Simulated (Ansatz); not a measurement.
Crystal: SnTe.

```
Te Sn
1.0
     0.00000    3.61115    3.61115
     3.61115    0.00000    3.61115
     3.61115    3.61115    0.00000
Te Sn
1 1
Cartesian
  1.8056 1.8056 1.8056
  0.0000 0.0000 0.0000
```

Measurements of this composition are mostly on another form, of space group No. 225.

Base run:

| Item | Value |
| --- | --- |
| Program | Ansatz 0.2.0 |
| Functional | HSE06 |
| Potentials or basis | all-electron PAW datasets made for the crystal |
| Cutoff | 270 eV (chosen from the basis error) |
| k mesh | 4 × 4 × 4 |
| Occupations | fermi-dirac, width 0.05 eV |
| Spin | no spin polarisation |

Its results: band gap on the k mesh 0.38 eV, indirect (least direct gap 1.16 eV); pressure -0.6 GPa.

Q: The run is repeated on the same cell with these changes: functional from HSE06 to PBE; cutoff from 270 eV (chosen from the basis error) to 240 eV (chosen from the basis error); k mesh from 4 × 4 × 4 to 7 × 7 × 7. What comes out?

A: Band gap on the k mesh 0.33 eV, indirect (least direct gap 0.83 eV); pressure 0.0 GPa.

Several settings changed at once, so the effect can't be laid on one alone.

Caveats: spin-orbit coupling is left out, which moves the levels of the heavy elements; the program warned that the printed levels may be off, so bands, gaps and densities of states are rough (some runs); an odd mesh through Γ misses points on the zone boundary, where band edges often lie (some runs).

The runs don't all hold the same shells in valence.
